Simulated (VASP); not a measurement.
Write the native input for VASP 6.6.1 that does the following.

- Task: electrostatic potential
- Functional: LDA
- Potentials or basis: VASP PAW LDA potentials, release 64 (Cu, I)
- Cutoff: 520 eV
- k mesh: 8 × 8 × 8
- Occupations: gaussian, width 0.02 eV
- Spin: no spin polarisation
- Further INCAR settings: ALGO = Normal; EDIFF = 1e-06

The structure of CuI lies in POSCAR:

```
CuI                                     
1.0
    0.0000000000      2.9334476000      2.9334476000
    2.9334476000     -0.0000000000      2.9334476000
    2.9334476000      2.9334476000     -0.0000000000
  Cu              I             
     1     1
Direct
     0.0000000000000000    0.0000000000000000    0.0000000000000000
     0.2500000000000000    0.2500000000000000    0.2500000000000000
```

The cell was built by a generator and needn't be a form met in nature.

The input as run:

INCAR

```
SYSTEM = CuI
PREC = Accurate
ENCUT = 520
EDIFF = 1E-6
ISMEAR = 0
SIGMA = 0.02
LREAL = .FALSE.
LASPH = .TRUE.
NELM = 80
ALGO = Normal
ISIF = 2
LWAVE = .FALSE.
LCHARG = .TRUE.
LVHAR = .TRUE.
```

KPOINTS

```
regular mesh
0
G
  8 8 8
  0 0 0
```

Potentials or basis: VASP PAW LDA potentials, release 64 (Cu, I).

Launch:

```console
$ cat potpaw_LDA.64/Cu/POTCAR potpaw_LDA.64/I/POTCAR > POTCAR
$ mpirun -np 1 vasp_std > vasp.out
```

It gave:

```yaml
Pressure: 0.2 GPa
Band_gap_on_the_k_mesh: 1.28 eV, direct
```

Caveat: spin-orbit coupling is left out, which moves the levels of the heavy elements.

It took 11 s on 1 thread of Intel(R) Xeon(R) Platinum 8488C (Sapphire Rapids), on a shared host, peak memory 0.15 GiB.
